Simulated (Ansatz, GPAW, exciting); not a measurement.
## LiCl: 3 runs at one level of theory

```xyz
2
Lattice="0.0000 2.5648 2.5648 2.5648 0.0000 2.5648 2.5648 2.5648 0.0000" Properties=species:S:1:pos:R:3 pbc="T T T"
Cl    2.5648    2.5648    2.5648
Li    0.0000    0.0000    0.0000
```

Alike in all runs: task band structure; functional BLYP; k mesh 9 × 9 × 9; occupations fermi-dirac, width 0.05 eV; no spin polarisation; no spin-orbit coupling. Pressure is positive in compression and, in plane waves, holds the error of the finite cutoff. Gaps are the smaller of the mesh's and the band path's.

| program and potentials | plane-wave cutoff (eV) | notes | band gap (eV) | pressure (GPa) |
| --- | --- | --- | --- | --- |
| exciting, all-electron LAPW+lo, shipped species files, valence relativity zora | - | - | 6.48 | - |
| GPAW, PAW data sets generated for this functional | 800 | - | ? | ? |
| Ansatz, all-electron LAPW, scalar-relativistic | - | - | 6.46 | 1.95 |

Task: Estimate from the other rows what the run with GPAW, PAW data sets generated for this functional gave.

Result: Band gap 6.47 eV; pressure 1.74 GPa. The other rows, which needn't bracket it: band gap 6.46 to 6.48; pressure 1.95.
